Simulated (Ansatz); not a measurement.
# IrO2: the cost of one run

Computed with Ansatz 0.2.0 (DFT PBEsol, scalar-relativistic, plane waves, PAW, unless a step's input says otherwise).

3 further runs of the same task are left out: 3 set aside as unsound or not needed.

## 1. Starting point

It takes space group P4_2/mnm (No. 136, tetragonal). Conventional cell: a = 4.471 Å, b = 4.471 Å, c = 3.154 Å, α = 90.00°, β = 90.00°, γ = 90.00°. Ir (site symmetry mmm) has 6 O at 1.95 to 1.99 Å in its first shell of neighbours. Around O (site symmetry m2m) lie 3 Ir at 1.95 to 1.99 Å.

Coordinates:

```
CELL_PARAMETERS angstrom
4.47149 0.00000 0.00000
0.00000 4.47149 0.00000
0.00000 0.00000 3.15357
ATOMIC_POSITIONS crystal
Ir 0.00000 0.00000 0.00000
Ir 0.50000 0.50000 0.50000
O 0.30878 0.30878 0.00000
O 0.19122 0.80878 0.50000
O 0.69122 0.69122 0.00000
O 0.80878 0.19122 0.50000
```

It is the result of an earlier relaxation at this level (volume 10.51 Å³/atom; gap on the mesh: none (metal)).

The bulk reference comes from a run made before at the same settings: -4306.0858 eV/atom.

## 2. The (100) slab

Planes are indexed in the bulk's conventional cell (P4_2/mnm (No. 136)), a = 4.471 Å, b = 4.471 Å, c = 3.154 Å, α = 90.00°, β = 90.00°, γ = 90.00°.

The slab is a (100) slab, 12.9 Å thick as cut, with 15 Å of vacuum; its outer planes are O (top) and O (bottom).

The slab as cut. Layers, bottom to top:

```tsv
plane	atoms per cell	height over the lowest (Å)
1	O	0.00
2	Ir	0.86
3	O	1.71
4	O	2.24
5	Ir	3.09
6	O	3.95
7	O	4.47
8	Ir	5.33
9	O	6.18
10	O	6.71
11	Ir	7.56
12	O	8.42
13	O	8.94
14	Ir	9.80
15	O	10.65
16	O	11.18
17	Ir	12.03
18	O	12.89
```

## 3. Single point on the unrelaxed (100) slab

A dipole layer in the vacuum cancels the field that periodic copies would set up if the slab's two faces differ.

input.yaml

```yaml
crystal:
  lattice:
    - [3.1535737068, 0.0, 0.0]
    - [0.0, 4.4714886299, 0.0]
    - [0.0, 0.0, 27.8887801791]
  atoms:
    - { symbol: O, position: [0.5, 0.1912180423, 0.268925351] }
    - { symbol: Ir, position: [0.0, 0.0, 0.2995838917] }
    - { symbol: O, position: [0.5, 0.8087819577, 0.3302424324] }
    - { symbol: O, position: [0.0, 0.3087819577, 0.3490917944] }
    - { symbol: Ir, position: [0.5, 0.5, 0.379750335] }
    - { symbol: O, position: [0.0, 0.6912180423, 0.4104088757] }
    - { symbol: O, position: [0.5, 0.1912180423, 0.4292582377] }
    - { symbol: Ir, position: [0.0, 0.0, 0.4599167783] }
    - { symbol: O, position: [0.5, 0.8087819577, 0.490575319] }
    - { symbol: O, position: [0.0, 0.3087819577, 0.509424681] }
    - { symbol: Ir, position: [0.5, 0.5, 0.5400832217] }
    - { symbol: O, position: [0.0, 0.6912180423, 0.5707417623] }
    - { symbol: O, position: [0.5, 0.1912180423, 0.5895911243] }
    - { symbol: Ir, position: [0.0, 0.0, 0.620249665] }
    - { symbol: O, position: [0.5, 0.8087819577, 0.6509082056] }
    - { symbol: O, position: [0.0, 0.3087819577, 0.6697575676] }
    - { symbol: Ir, position: [0.5, 0.5, 0.7004161083] }
    - { symbol: O, position: [0.0, 0.6912180423, 0.731074649] }
basis:
  ecutwfc: 420
kpoints:
  mp_grid: { grid: [11, 8, 1] }
hamiltonian:
  xc: pbesol
scf:
  occupations: { method: gaussian, width: 0.1 }
output:
  forces: true
  stress: true
  eigenvalues: true
  write_density: true
  write_potential: true
  elf: true
  volumetric_format: npy
efield:
  axis: 3
  dipole_correction: true
  ramp_width: 0.04
```

The run is started by

```sh
ansatz run input.yaml --threads 2 --pin off --max-ram 5120MiB --backend cpu --events-out ev --progress --plain --runs-dir out
```

**Question.** How long does this run take on 2 threads of Arm Neoverse V1, shared host, and how much memory does it need?

About 1.8 min, with a peak of 1.2 GiB.
